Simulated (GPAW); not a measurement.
A run of GPAW 26.7.0:

The input run.py:

```python
from ase import Atoms
from ase.eos import EquationOfState
from ase.io import Trajectory
from ase.units import GPa
from gpaw import GPAW, PW, setup_paths

setup_paths.insert(0, '.')

atoms = Atoms(['Cd', 'O'],
              cell=[[0.0, 2.3495, 2.3495],
                    [2.3495, 0.0, 2.3495],
                    [2.3495, 2.3495, 0.0]],
              scaled_positions=[[0.0, 0.0, 0.0],
                                [0.5, 0.5, 0.5]],
              pbc=True)

traj = Trajectory('eos.traj', 'w')
volumes, energies = [], []
for x in [0.94, 0.96, 0.98, 1.0, 1.02, 1.04, 1.06]:
    a = atoms.copy()
    a.set_cell(atoms.cell * x**(1 / 3), scale_atoms=True)
    calc = GPAW(mode=PW(800),
                xc='GGA_X_OPTX+GGA_C_LYP',
                kpts={'size': (8, 8, 8), 'gamma': True},
                occupations={'name': 'fermi-dirac', 'width': 0.05},
                nbands=18,
                convergence={'density': 1e-05, 'energy': 1e-05},
                eigensolver='davidson',
                maxiter=150,
                txt=f'eos-{x:.2f}.txt')
    a.calc = calc
    energies.append(a.get_potential_energy(force_consistent=True))
    volumes.append(a.get_volume())
    p = -a.get_stress()[:3].mean() / GPa
    calc.write(f'eos-{x:.2f}.gpw')
    traj.write(a)
    print(f'{x:.2f} {volumes[-1]:10.4f} A^3 {energies[-1]:14.6f} eV {p:9.3f} GPa', flush=True)

v0, e0, B = EquationOfState(volumes, energies, eos='birchmurnaghan').fit()
print(f'V0 = {v0:.4f} A^3, E0 = {e0:.6f} eV, B0 = {B / GPa:.2f} GPa')
```

Potentials or basis: PAW data sets generated in the run's folder for this functional, pw.

Run with:

```sh
$ gpaw-setup -f GGA_X_OPTX+GGA_C_LYP Cd O
$ OMP_NUM_THREADS=1 python run.py
```

Hardware: 1 thread of Intel(R) Xeon(R) Platinum 8488C (Sapphire Rapids), on a shared host.

Question: Estimate the wall time of this run.

Answer: It took 79 s on 1 thread of Intel(R) Xeon(R) Platinum 8488C (Sapphire Rapids), with other jobs on the host, peak memory 0.24 GiB. Counts: scf iterations 72, plane waves 1283, bands 18, k points 29.
